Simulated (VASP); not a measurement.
Crystal: GaSe.

```
CELL_PARAMETERS angstrom
3.74200 0.00000 0.00000
-1.87100 3.24067 0.00000
0.00000 0.00000 15.91900
ATOMIC_POSITIONS crystal
Ga 0.33333 0.66667 0.17700
Ga 0.66667 0.33333 0.67700
Ga 0.33333 0.66667 0.32300
Ga 0.66667 0.33333 0.82300
Se 0.33333 0.66667 0.60000
Se 0.66667 0.33333 0.10000
Se 0.33333 0.66667 0.90000
Se 0.66667 0.33333 0.40000
```

* Program: VASP 6.6.1
* Task: relaxation of cell and atoms
* Functional: PBE
* Dispersion: D3(BJ)
* Potentials or basis: VASP PAW PBE potentials, release 64 (Ga_d, Se)
* Cutoff: 600 eV
* k mesh: 12 × 12 × 2
* Occupations: gaussian, width 0.03 eV
* Spin: no spin polarisation

At the start: pressure 1.0 GPa; volume 24.13 Å³/atom.

Task: How do energy, volume and symmetry change on relaxing?

Result: Over 17 steps the energy falls by 16.5 meV/atom and the volume is 24.59 Å³/atom (+1.9 %); space group P6_3/mmc (No. 194, to 0.05 Å).

Step by step:
| step | energy change (eV) | largest force (eV/Å) | pressure (GPa) | volume (Å³) |
| --- | --- | --- | --- | --- |
| 1 | 0.0000 | 1.2153 | 1.03 | 193.04 |
| 2 | -0.1051 | 0.3865 | 0.37 | 197.38 |
| 3 | -0.1232 | 0.0169 | 0.45 | 196.11 |
| 4 | -0.1231 | 0.0246 | 0.51 | 196.05 |
| 5 | -0.1284 | 0.0639 | -0.18 | 198.18 |
| 6 | -0.1284 | 0.0648 | -0.15 | 198.15 |
| 7 | -0.1302 | 0.0166 | -0.05 | 198.01 |
| 8 | -0.1304 | 0.0296 | -0.02 | 197.94 |
| 9 | -0.1305 | 0.0251 | 0.00 | 197.84 |
| 10 | -0.1307 | 0.0337 | -0.01 | 197.68 |
| 11 | -0.1308 | 0.0293 | -0.02 | 197.62 |
| 12 | -0.1311 | 0.0158 | 0.00 | 197.43 |
| 13 | -0.1315 | 0.0123 | 0.01 | 197.05 |
| 14 | -0.1315 | 0.0202 | -0.02 | 196.93 |
| 15 | -0.1315 | 0.0368 | 0.01 | 196.69 |
| 16 | -0.1315 | 0.0242 | -0.01 | 196.87 |
| 17 | -0.1316 | 0.0073 | -0.01 | 196.69 |

Final structure:
```
Ga Se
1.0
     3.77098    0.00000    0.00000
    -1.88549    3.26576    0.00000
     0.00000    0.00000   15.97129
Ga Se
4 4
Direct
  0.33333 0.66667 0.17344
  0.66667 0.33333 0.67344
  0.33333 0.66667 0.32656
  0.66667 0.33333 0.82656
  0.33333 0.66667 0.59951
  0.66667 0.33333 0.09951
  0.33333 0.66667 0.90049
  0.66667 0.33333 0.40049
```
